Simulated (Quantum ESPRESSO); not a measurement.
Runs of Quantum ESPRESSO 7.5 on BaTiO3. Symmetry: P4mm, No. 99, tetragonal system. The conventional cell has a = 4.000 Å, b = 4.000 Å, c = 4.018 Å, α = 90.00°, β = 90.00°, γ = 90.00°. Ba (site symmetry 4mm) is surrounded by 12 O at 2.79 to 2.88 Å. Ti (site symmetry 4mm) has 6 O at 1.89 to 2.13 Å as nearest neighbours. Around O (site symmetry 2mm) lie 2 Ti at 2.00 Å. O (site symmetry 4mm) has 2 Ti at 1.89 to 2.13 Å as nearest neighbours. 

```tsv
task	level	potentials or basis	cell	cutoff (eV)	form of the LDA correlation	rVV10 parameter b	most ionic steps	forc conv thr	etot conv thr	gap on the mesh (eV)	pressure (GPa)	largest force (eV/Å)
band structure	revPBE	PseudoDojo 0.4.1 SR PBE standard	as given	1143	-	-	-	-	-	1.94	5.4	0.33
band structure	LDA	GBRV 1.5 LDA	as given	612	PZ81	-	-	-	-	1.83	(b)	0.39
relaxation of cell and atoms	PBE+rVV10	PseudoDojo 0.4.1 SR PBE standard	relaxed to 0.3 kbar	1143	-	6.3	40	0.0004 Ry/bohr	1e-05 Ry	1.95	0.0	-
band structure	RPBE	PseudoDojo 0.4.1 SR PBE standard	as given	1143	-	-	-	-	-	1.95	(a)	0.33
```

Alike in all rows: no spin polarisation; k mesh 7 × 7 × 7; smearing fermi-dirac 0.05 eV.

**Question.** Fill in the values left out.

**Answer.** (a) 6.5; (b) -7.3.

Caveats: spin-orbit coupling is left out, which moves the levels of the heavy elements; this release of the barium file is off (some runs); the mesh misses the band edges, which the band path finds closer together (some runs); the potentials were made for another functional, which shifts forces and pressure (some runs); rVV10's parameter b was fitted to another functional (some runs); an odd mesh through Γ misses points on the zone boundary, where band edges often lie (some runs).

A k mesh can miss the band edges, and the runs leave out spin-orbit coupling on Ba.
